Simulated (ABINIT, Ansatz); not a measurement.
**CaSe (Fm-3m): bands and cutoff in G0W0 with ABINIT**

Wanted: a converged G0W0 gap of CaSe (Fm-3m), or an estimate of the limit.

Main program and level: ABINIT 10.8.3; LDA and many-body steps on it, plane waves.

The database entry behind the starting cell differs from later determinations by our own check (0.1 to 0.3 % short, probably kX units), so it need not match the best structure at ambient conditions.

## (1) Starting point

The structure is cubic, space group Fm-3m (No. 225). The conventional cell has a = 5.912 Å, b = 5.912 Å, c = 5.912 Å, α = 90.00°, β = 90.00°, γ = 90.00°. Nearest to Ca lie 6 Se at 2.96 Å. Nearest to Se lie 6 Ca at 2.96 Å. Farther neighbours and most contacts between anions are not listed.

The cell and positions come from the Crystallography Open Database and are kept as given unless a step says otherwise.

## (2) Empty states on the mesh, 4×4×4 mesh, 187 bands

This step: ABINIT 10.8.3; DFT, LDA, plane waves, norm-conserving pseudopotentials.

The sums over transitions need many empty states on a uniform mesh; this step solves for them.

File run.abi:

```
acell 3*1.0 Angstrom
rprim 
  -0.000000000000 2.956000000000 2.956000000000
  2.956000000000 -0.000000000000 2.956000000000
  2.956000000000 2.956000000000 -0.000000000000
ntypat 2
znucl 20 34
natom 2
typat 1 2
xred 
  0.000000000000 0.000000000000 0.000000000000
  0.500000000000 0.500000000000 0.500000000000
pp_dirpath "pseudos"
pseudos "Ca.upf, Se.upf"
ecut 48
ngkpt 4 4 4
nshiftk 1
shiftk 0 0 0
kptopt 1
chksymbreak 0
iscf -2
irdden 1
istwfk *1
nband 187
nbdbuf 16
tolwfr 1e-09
nstep 60
prtvol 0
indata_prefix "in"
outdata_prefix "out"
tmpdata_prefix "tmp"
```

Run with:

```bash
> OMP_NUM_THREADS=1 mpirun -n 4 abinit run.abi > log
```

Numbers of over 12 decimals in the logs are rounded to 6 here.

The program printed:

```text
.Version 10.8.3 of ABINIT. v10.8.2 released Aug 2026.

 Symmetries : space group Fm -3 m (#225); Bravais cF (face-center cubic)
[... echo of the input left out ...]
== DATASET  1 ==================================================================
-   mpi_nproc: 4, omp_nthreads: 1 (-1 if OMP is not activated)

--- !DatasetInfo
iteration_state: {dtset: 1, }
dimensions: {natom: 2, nkpt: 8, mband: 187, nsppol: 1, nspinor: 1, nspden: 1, mpw: 5577, }
cutoff_energies: {ecut:  48.0, pawecutdg:  -1.0, }
[...]
4.09238    4.09238    4.09238    4.20734    4.20734    4.25523    4.25523    4.25947
   4.25947    4.25947    4.26679    4.27565    4.27565    4.27565    4.38182    4.57312
   4.57353    4.57641    4.65490
 prteigrs : prtvol=0 or 1, do not print more k-points.

== END DATASET(S) ==============================================================
================================================================================

 -outvars: echo values of variables after computation  --------
            nband         187
             nkpt           8
          spgroup         225
 [... the other variables as echoed above ...]

 Calculation completed.
```

Run time: 89 s. Hardware: 4 MPI ranks of Arm Neoverse V1, shared host; peak memory 0.45 GiB.

This step gave:

* gap: 1.874 eV
* k of the valence top: 0, 0, 0
* k of the conduction bottom: 0.5, 0.5, 0
* least direct gap: 2.817 eV
* k points computed: 8
* lowest point of the top converged band, above the valence top: 106.8624 eV

On this mesh the gap is 1.874 eV.

The density comes from a self-consistent run that is not shown.

## (3) Screening, 4×4×4 mesh, 36 bands, screening to 76.2 eV

The RPA dielectric matrix is built and inverted for each q.

This step: RPA screening on LDA, plane waves, norm-conserving pseudopotentials.

Changes to run.abi since step 2:

```diff
@@ -20,10 +20,11 @@
 chksymbreak 0
-iscf -2
-irdden 1
 istwfk *1
-nband 187
-nbdbuf 16
-tolwfr 1e-09
-nstep 60
-prtvol 0
+occopt 1
+irdwfk 1
+optdriver 3
+nband 36
+ecuteps 2.8
+inclvkb 2
+awtr 1
+symchi 1
 indata_prefix "in"
```

The program printed:

```text
.Version 10.8.3 of ABINIT. v10.8.2 released Aug 2026.

 Symmetries : space group Fm -3 m (#225); Bravais cF (face-center cubic)
[... echo of the input left out ...]
== DATASET  1 ==================================================================
-   mpi_nproc: 4, omp_nthreads: 1 (-1 if OMP is not activated)

--- !DatasetInfo
iteration_state: {dtset: 1, }
dimensions: {natom: 2, nkpt: 8, mband: 36, nsppol: 1, nspinor: 1, nspden: 1, mpw: 5577, }
cutoff_energies: {ecut:  48.0, pawecutdg:  -1.0, }
electrons: {nelect:   3.40000000E+01, charge:   0.00000000E+00, occopt:   1.00000000E+00, tsmear:   1.00000000E-02, }

 SCREENING: Calculation of the susceptibility and dielectric matrices

 Based on a program developped by R.W. Godby, V. Olevano, G. Onida, and L. Reining.
 Incorporated in ABINIT by V. Olevano, G.-M. Rignanese, and M. Torrent.
.Using double precision arithmetic ; gwpc =  8

[... cell and pseudopotentials left out ...]
--------------------------------------------------------------------------------

 ==== K-mesh for the wavefunctions ====
 Number of points in the irreducible wedge :     8
[... list of points left out ...]
 Together with 48 symmetry operations and time-reversal symmetry
 yields    64 points in the full Brillouin Zone.

 ==== Q-mesh for the screening function ====
 Number of points in the irreducible wedge :     8
[... list of points left out ...]
 Together with 48 symmetry operations and time-reversal symmetry
 yields    64 points in the full Brillouin Zone.

 setmesh: FFT mesh size selected  =    32x   32x   32
          total number of points  =        32768

 vcoul_init : cutoff-mode = AUXILIARY_FUNCTION
 q-points for optical limit:   1
     1)      0.000010    0.000020    0.000030

- screening: taking advantage of time-reversal symmetry
- Maximum band index for partially occupied states nbvw = 17
- Remaining bands to be divided among processors   nbcw = 19
- Number of bands treated by each node ~4

 Number of electrons calculated from density =   34.0000; Expected =   34.0000
 average of density, n =  0.097530
 r_s =    1.3477
 omega_plasma =   30.1249 [eV]

 calculating chi0 at frequencies [eV] :
  1    0.000000E+00    0.000000E+00
  2    0.000000E+00    3.012487E+01

--------------------------------------------------------------------------------
  q-point number  1        q = ( 0.000000, 0.000000, 0.000000) [r.l.u.]
--------------------------------------------------------------------------------
[... chi0 elements left out ...]
 For q-point:  0.000010 0.000020 0.000030
  dielectric constant =   6.2673
  dielectric constant without local fields =   7.2789

  Average fulfillment of the sum rule on Im[epsilon] for q-point    1 :     20.72  [%]
[... wings left out ...]
  q-point number  2        q = ( 0.250000, 0.000000, 0.000000) [r.l.u.]
--------------------------------------------------------------------------------
[... chi0 elements left out ...]
  Average fulfillment of the sum rule on Im[epsilon] for q-point    2 :     33.80  [%]

 [... 6 further q-points ...]
```

Wall time 9.7 s (4 MPI ranks); peak memory 0.8 GiB.

This step gave:

```
ε∞ with local fields, on this mesh, along the program's q direction : 6.267
the same without local fields                                       : 7.279
plasma frequency                                                    : 30.12 eV
plane waves in the screening matrix                                 : 65
```

Local fields lower ε∞ by 14 %. On a Γ-centred mesh this coarse the value itself is usually too large, while a short band sum pulls it down.

## (4) 36 bands, 76.2 eV

The self-energy is evaluated for the states that the input lists, and the levels follow from it, in one-shot runs by the linearised quasiparticle equation.

This step: G0W0 on LDA, plane waves, norm-conserving pseudopotentials.

Changes to run.abi since step 3:

```diff
@@ -23,8 +23,17 @@
 irdwfk 1
-optdriver 3
+optdriver 4
 nband 36
+gwcalctyp 0
+ecutsigx 48
+symsigma 1
+nkptgw 2
+kptgw 
+  0.0000000000 0.0000000000 0.0000000000
+  0.5000000000 0.5000000000 0.0000000000
+bdgw 
+  15 21
+  16 19
 ecuteps 2.8
-inclvkb 2
-awtr 1
-symchi 1
+irdscr 1
+ppmodel 1
 indata_prefix "in"
```

The program printed:

```text
.Version 10.8.3 of ABINIT. v10.8.2 released Aug 2026.

 Symmetries : space group Fm -3 m (#225); Bravais cF (face-center cubic)
[... echo of the input left out ...]
== DATASET  1 ==================================================================
-   mpi_nproc: 4, omp_nthreads: 1 (-1 if OMP is not activated)

--- !DatasetInfo
iteration_state: {dtset: 1, }
dimensions: {natom: 2, nkpt: 8, mband: 36, nsppol: 1, nspinor: 1, nspden: 1, mpw: 5577, }
cutoff_energies: {ecut:  48.0, pawecutdg:  -1.0, }
electrons: {nelect:   3.40000000E+01, charge:   0.00000000E+00, occopt:   1.00000000E+00, tsmear:   1.00000000E-02, }

 SIGMA: Calculation of the GW corrections

 Based on a program developped by R.W. Godby, V. Olevano, G. Onida, and L. Reining.
 Incorporated in ABINIT by V. Olevano, G.-M. Rignanese, and M. Torrent.
.Using double precision arithmetic ; gwpc =  8

[... cell and pseudopotentials left out ...]
--------------------------------------------------------------------------------

 ==== K-mesh for the wavefunctions ====
 Number of points in the irreducible wedge :     8
[... list of points left out ...]
 Together with 48 symmetry operations and time-reversal symmetry
 yields    64 points in the full Brillouin Zone.

 ==== Q-mesh for screening function ====
 Number of points in the irreducible wedge :     8
[... list of points left out ...]
 Together with 48 symmetry operations and time-reversal symmetry
 yields    64 points in the full Brillouin Zone.

 vcoul_init : cutoff-mode = AUXILIARY_FUNCTION
 q-points for optical limit:   1
     1)      0.000010    0.000020    0.000030
 setmesh: FFT mesh size selected  =    50x   50x   50
          total number of points  =       125000

 Number of electrons calculated from density =   34.0000; Expected =   34.0000
 average of density, n =  0.097530
 r_s =    1.3477
 omega_plasma =   30.1249 [eV]

 === KS Band Gaps ===
  >>>> For spin  1
   Minimum direct gap =   2.8166 [eV], located at k-point      :   0.5000  0.5000  0.0000
   Fundamental gap    =   1.8738 [eV], Top of valence bands at :   0.0000  0.0000  0.0000
                                       Bottom of conduction at :   0.5000  0.5000  0.0000
 SIGMA fundamental parameters:
 PLASMON POLE MODEL  1
 number of plane-waves for SigmaX                 5577
 number of plane-waves for SigmaC and W             65
 number of plane-waves for wavefunctions          5577
 number of bands                                    36
 number of independent spin polarizations            1
 number of spinorial components                      1
 number of k-points in IBZ                           8
 number of q-points in IBZ                           8
 number of symmetry operations                      48
 number of k-points in BZ                           64
 number of q-points in BZ                           64
 number of frequencies for dSigma/dE                 9
 frequency step for dSigma/dE [eV]                0.25
 number of omega for Sigma on real axis              0
 max omega for Sigma on real axis  [eV]           0.00
 zcut for avoiding poles [eV]                     0.10

 EPSILON^-1 parameters (SCR file):
 dimension of the eps^-1 matrix on file             65
 dimension of the eps^-1 matrix used                65
 number of plane-waves for wavefunctions          5577
 number of bands                                    36
 number of q-points in IBZ                           8
 number of frequencies                               2
 number of real frequencies                          1
 number of imag frequencies                          1

 matrix elements of self-energy operator (all in [eV])

 Perturbative Calculation

--- !SelfEnergy_ee
iteration_state: {dtset: 1, }
kpoint     : [   0.000,    0.000,    0.000, ]
spin       : 1
KS_gap     :    3.093
QP_gap     :    4.121
Delta_QP_KS:    1.027
data: !SigmaeeData |
     Band     E0 <VxcDFT>   SigX SigC(E0)      Z dSigC/dE  Sig(E)    E-E0       E
       15   4.497 -14.498 -16.679   2.476   0.810  -0.234 -14.259   0.239   4.736
       16   4.497 -14.498 -16.679   2.476   0.810  -0.234 -14.259   0.239   4.736
       17   4.497 -14.498 -16.679   2.476   0.810  -0.234 -14.259   0.239   4.736
       18   7.590 -11.006  -6.321  -3.159   0.830  -0.205  -9.740   1.266   8.857
       19   8.050 -12.301  -6.145  -3.695   0.815  -0.227 -10.295   2.006  10.056
       20   8.050 -12.301  -6.145  -3.695   0.815  -0.227 -10.295   2.006  10.056
       21   8.050 -12.301  -6.145  -3.695   0.815  -0.227 -10.295   2.006  10.056

--- !SelfEnergy_ee
iteration_state: {dtset: 1, }
kpoint     : [   0.500,    0.500,    0.000, ]
spin       : 1
KS_gap     :    2.817
QP_gap     :    4.271
Delta_QP_KS:    1.454
data: !SigmaeeData |
     Band     E0 <VxcDFT>   SigX SigC(E0)      Z dSigC/dE  Sig(E)    E-E0       E
       16   3.554 -13.651 -16.273   2.626   0.805  -0.243 -13.648   0.003   3.557
       17   3.554 -13.651 -16.273   2.626   0.805  -0.243 -13.648   0.003   3.557
       18   6.371 -10.383  -5.401  -3.214   0.824  -0.214  -8.926   1.457   7.828
       19   9.344 -10.420  -5.362  -3.388   0.827  -0.209  -9.038   1.382  10.725

== END DATASET(S) ==============================================================
================================================================================

 -outvars: echo values of variables after computation  --------
           etotal      0.0000000000E+00
            nband          36
             nkpt           8
          spgroup         225
 [... the other variables as echoed above ...]

 Calculation completed.
```

It took 4.7 s on 4 MPI ranks; peak memory 0.98 GiB.

Numbers from this step:

```yaml
g0w0_gap_on_the_points_computed: 3.092 eV
starting_gap_on_the_mesh: 1.874 eV
k_of_the_valence_top: 0, 0, 0
k_of_the_conduction_bottom: 0.5, 0.5, 0
z_at_the_valence_top: 0.81
z_at_the_conduction_bottom: 0.824
least_direct_g0w0_gap_on_the_computed_points: 4.121 eV
```

The gap on the mesh goes from 1.87 eV to 3.09 eV, a correction of +1.22 eV.

## (5) Screening, 4×4×4 mesh, 79 bands, screening to 141.5 eV

This step: RPA screening on LDA, plane waves, norm-conserving pseudopotentials.

Changes to run.abi since step 4:

```diff
@@ -23,17 +23,8 @@
 irdwfk 1
-optdriver 4
-nband 36
-gwcalctyp 0
-ecutsigx 48
-symsigma 1
-nkptgw 2
-kptgw 
-  0.0000000000 0.0000000000 0.0000000000
-  0.5000000000 0.5000000000 0.0000000000
-bdgw 
-  15 21
-  16 19
-ecuteps 2.8
-irdscr 1
-ppmodel 1
+optdriver 3
+nband 79
+ecuteps 5.2
+inclvkb 2
+awtr 1
+symchi 1
 indata_prefix "in"
```

The program printed:

```text
.Version 10.8.3 of ABINIT. v10.8.2 released Aug 2026.

 Symmetries : space group Fm -3 m (#225); Bravais cF (face-center cubic)
[... echo of the input left out ...]
== DATASET  1 ==================================================================
-   mpi_nproc: 4, omp_nthreads: 1 (-1 if OMP is not activated)

--- !DatasetInfo
iteration_state: {dtset: 1, }
dimensions: {natom: 2, nkpt: 8, mband: 79, nsppol: 1, nspinor: 1, nspden: 1, mpw: 5577, }
cutoff_energies: {ecut:  48.0, pawecutdg:  -1.0, }
electrons: {nelect:   3.40000000E+01, charge:   0.00000000E+00, occopt:   1.00000000E+00, tsmear:   1.00000000E-02, }

 SCREENING: Calculation of the susceptibility and dielectric matrices

 Based on a program developped by R.W. Godby, V. Olevano, G. Onida, and L. Reining.
 Incorporated in ABINIT by V. Olevano, G.-M. Rignanese, and M. Torrent.
.Using double precision arithmetic ; gwpc =  8

[... cell and pseudopotentials left out ...]
--------------------------------------------------------------------------------

 ==== K-mesh for the wavefunctions ====
 Number of points in the irreducible wedge :     8
[... list of points left out ...]
 Together with 48 symmetry operations and time-reversal symmetry
 yields    64 points in the full Brillouin Zone.

 ==== Q-mesh for the screening function ====
 Number of points in the irreducible wedge :     8
[... list of points left out ...]
 Together with 48 symmetry operations and time-reversal symmetry
 yields    64 points in the full Brillouin Zone.

 setmesh: FFT mesh size selected  =    36x   36x   36
          total number of points  =        46656

 vcoul_init : cutoff-mode = AUXILIARY_FUNCTION
 q-points for optical limit:   1
     1)      0.000010    0.000020    0.000030

- screening: taking advantage of time-reversal symmetry
- Maximum band index for partially occupied states nbvw = 17
- Remaining bands to be divided among processors   nbcw = 62
- Number of bands treated by each node ~15

 Number of electrons calculated from density =   34.0000; Expected =   34.0000
 average of density, n =  0.097530
 r_s =    1.3477
 omega_plasma =   30.1249 [eV]

 calculating chi0 at frequencies [eV] :
  1    0.000000E+00    0.000000E+00
  2    0.000000E+00    3.012487E+01

--------------------------------------------------------------------------------
  q-point number  1        q = ( 0.000000, 0.000000, 0.000000) [r.l.u.]
--------------------------------------------------------------------------------
[... chi0 elements left out ...]
 For q-point:  0.000010 0.000020 0.000030
  dielectric constant =   6.2736
  dielectric constant without local fields =   7.2961

  Average fulfillment of the sum rule on Im[epsilon] for q-point    1 :     37.39  [%]
[... wings left out ...]
  q-point number  2        q = ( 0.250000, 0.000000, 0.000000) [r.l.u.]
--------------------------------------------------------------------------------
[... chi0 elements left out ...]
  Average fulfillment of the sum rule on Im[epsilon] for q-point    2 :     43.71  [%]

 [... 6 further q-points ...]
```

The job ended after 46 s (4 MPI ranks; peak memory 1.3 GiB).

This step gave:

```yaml
eps_infinity_with_local_fields_on_this_mesh_along_the_program_s_q_direction: 6.274
the_same_without_local_fields: 7.296
plasma_frequency: 30.12 eV
plane_waves_in_the_screening_matrix: 181
```

[end of part 1 of 2]

[Paths, hosts, dates, memory and timing lines, banners, echoed tables and standing remarks are left out of the program output.]

[Logs are printed without paths, hosts, clocks, repeated set-up lines and the standing remarks that a program may print on its own settings, such as how far it seeks lower states.]

[Runs of the session that timed out or met a known fault of the program may be left out.]

[Hosts, paths, dates, database ids (printed as entryN), source tags and the programs' standing remarks are cut or masked in the printed files.]

[G0W0 gaps are taken among the corrected bands and points alone; a level outside them can change the order at an edge.]

[Where Ansatz stands beside ABINIT at settings called matched, ABINIT's density can come from a denser mesh and the files from another edition; pairs whose starting gaps differed by over 0.03 eV were left out, so agreement reads better than it is.]
